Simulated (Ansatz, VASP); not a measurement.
This is a calculation of EuS for VASP 6.6.1.

The input INCAR:

```
SYSTEM = EuS
ALGO = Normal
EDIFF = 1E-7
ENCUT = 520
GGA = PS
ISIF = 2
ISMEAR = -1
ISPIN = 2
LASPH = .True.
LCHARG = .True.
LELF = .True.
LMAXMIX = 6
LORBIT = 11
LREAL = .False.
LVHAR = .True.
LWAVE = .False.
MAGMOM = 7 0
NBANDS = 22
NELM = 150
PREC = Accurate
SIGMA = 0.05
```

The input KPOINTS:

```
k-points
0
Gamma
  8 8 8
  0 0 0
```

The input POSCAR:

```
EuS
1.0
    0.0000000000      2.9785000000      2.9785000000
    2.9785000000      0.0000000000      2.9785000000
    2.9785000000      2.9785000000      0.0000000000
Eu S
1 1
Direct
    0.0000000000      0.0000000000      0.0000000000
    0.5000000000      0.5000000000      0.5000000000
```

Potentials or basis: VASP PAW PBE potentials, release 64 (Eu, S).

Launch:

```bash
$ cat potpaw_PBE.64/Eu/POTCAR potpaw_PBE.64/S/POTCAR > POTCAR
$ mpirun -np 1 vasp_std > vasp.out
```

Q: Translate it to Ansatz 0.2.0. Potentials there: Ansatz PAW.

A: As run (the cutoff follows the program's own potentials):

The input input.yaml:

```yaml
crystal:
  lattice:
    - [0.0, 2.9785, 2.9785]
    - [2.9785, 0.0, 2.9785]
    - [2.9785, 2.9785, 0.0]
  atoms:
    - { symbol: Eu, position: [0.0, 0.0, 0.0], spin: 7.0 }
    - { symbol: S, position: [0.5, 0.5, 0.5] }
hamiltonian:
  xc: pbesol
  pseudopotentials: { kind: paw }
magnetization:
  spin_polarized: true
kpoints:
  mp_grid: { grid: [8, 8, 8] }
scf:
  occupations: { method: fermi_dirac, width: 0.05 }
output:
  forces: true
  stress: true
  eigenvalues: true
```

Potentials or basis: Ansatz PAW.

Run with:

```bash
$ ansatz run input.yaml --threads 1 --pin off --max-ram 3584MiB --backend cpu --events-out ev --progress --plain --runs-dir out
```

Both were run:

|  | VASP | Ansatz | Ansatz less VASP |
| --- | --- | --- | --- |
| gap on the k mesh at the Fermi level (eV) | none | none | - |
| pressure (GPa) | -5.8 | -5.5 | +0.33 |
| net moment per atom (μB) | 3.49 | 3.49 | +0.003 |
| size of the moment on the site where the two differ most (μB) | 6.59 | 6.75 | +0.159 |

Site moments also hang on the region over which each program counts them. A gap of «none» marks a metal or a gap that the smearing closes. With one functional, cell and mesh, what is left measures potentials, basis and numerics.

Caveats: spin-orbit coupling is left out, which moves the levels of the heavy elements; a cell with one magnetic atom can't hold antiferromagnetic order, which such compounds often take; without U or exact exchange the open f shell lies at the Fermi level, which spoils levels, moments and volumes; the PAW data sets were made with another functional, which shifts forces and pressure a little (VASP); the PAW data sets come from PBE, with cores solved anew for the run's functional, which leaves a small shift of forces and pressure (Ansatz). The state reached can hang on the start; a lower one may exist. With open d or f shells a metallic result of PBEsol can be an artefact of self-interaction; +U or a hybrid may open a gap.
